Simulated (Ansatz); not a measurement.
## Cd: energy along a strain

Cd, Fm-3m, a = 4.436 Å (as given, not relaxed at this level: 2.2 GPa). This isn't the element's structure at ambient conditions. Ansatz: PBE, PAW, 420 eV, Γ-centred 18×18×18 mesh on 1 atom, Gaussian smearing 0.15 eV; no spin polarisation. Cell vectors (Å): 0.000 2.218 2.218; 2.218 0.000 2.218; 2.218 2.218 0.000. The cell is strained by x per cent times the pattern (0 0 0 0 1 0) in the order xx yy zz yz xz xy (engineering shears), with fractional coordinates held. y is the free energy over the start, V0 = 21.827 Å³/atom. Symmetry makes y even in x.

```tsv
x (%)	y (meV/atom)
-2.00	?
-1.00	0.02
0.00	0.00
0.25	0.00
0.50	0.01
0.75	0.01
1.25	0.03
1.50	0.04
1.75	0.05
```

**Question.** Fit y = c2 x² + c4 x⁴ to the other rows, get the stiffness along the pattern, and predict the missing energy.

**Answer.** Least squares on the rows shown. y = 0.02209 x² − 0.001893 x⁴. The clamped-ion stiffness p·C·p = 2 × 0.2209 eV × 160.2 / 21.827 Å³ = 3.2 GPa, which is C55 in these axes (C44 of the cubic crystal) (second derivative at the start, which stands under stress). With a term in x⁶ added, the coefficient of x² becomes 0.02311, 5 % more, which shows how far this figure hangs on the form. At x = -2.00 the fit asked for gives 0.06 meV/atom. The run gave 0.06 meV/atom, the same to the digits shown.